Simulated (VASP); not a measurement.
Wanted: the native input for a VASP 6.6.1 run.

```
Task                   : single point
Functional             : RPBE
Potentials or basis    : VASP PAW PBE potentials, release 64 (O, Li_sv)
Cutoff                 : 520 eV
k mesh                 : 10 × 10 × 10
Occupations            : gaussian, width 0.1 eV
Spin                   : no spin polarisation
Further INCAR settings : ALGO = Normal; EDIFF = 1e-06; NBANDS = 13
```

The structure of Li2O lies in POSCAR:

```
Li2O
1.0
    0.0000000000      2.3268543819      2.3268543819
    2.3268543819      0.0000000000      2.3268543819
    2.3268543819      2.3268543819      0.0000000000
O Li
1 2
Cartesian
    0.0000000000      0.0000000000      0.0000000000
    1.1634271910      1.1634271910      1.1634271910
    3.4902815728      3.4902815728      3.4902815728
```

The cell comes from a database or a generator and needn't be the stable form of this composition.

The input as run:

INCAR

```
SYSTEM = Li2O
ALGO     = Normal         ! electronic algorithm
EDIFF    = 1E-6           ! SCF threshold, eV
ENCUT    = 520            ! plane-wave cutoff, eV
GGA      = RP             ! functional
ISIF     = 2              ! what is computed and relaxed
ISMEAR   = 0              ! smearing method
LASPH    = .True.         ! aspherical terms in the spheres
LCHARG   = .False.        ! write CHGCAR
LREAL    = .False.        ! projectors in reciprocal space
LWAVE    = .False.        ! write WAVECAR
NBANDS   = 13             ! bands
NELM     = 60             ! most SCF steps
PREC     = Accurate       ! precision mode
SIGMA    = 0.1            ! smearing width, eV
```

KPOINTS

```
k-points
0
Gamma
  10 10 10
  0 0 0
```

Potentials or basis: VASP PAW PBE potentials, release 64 (O, Li_sv).

Run with:

```bash
$ cat potpaw_PBE.64/O/POTCAR potpaw_PBE.64/Li_sv/POTCAR > POTCAR
$ mpirun -np 1 vasp_std > vasp.out
```

It gave:

| Quantity | Value |
| --- | --- |
| Band gap on the k mesh | 5.06 eV, indirect (least direct gap 5.22 eV) |

It took 4.5 s on 1 thread of Intel(R) Xeon(R) 6975P-C (Granite Rapids) (shared host), peak memory 0.13 GiB.
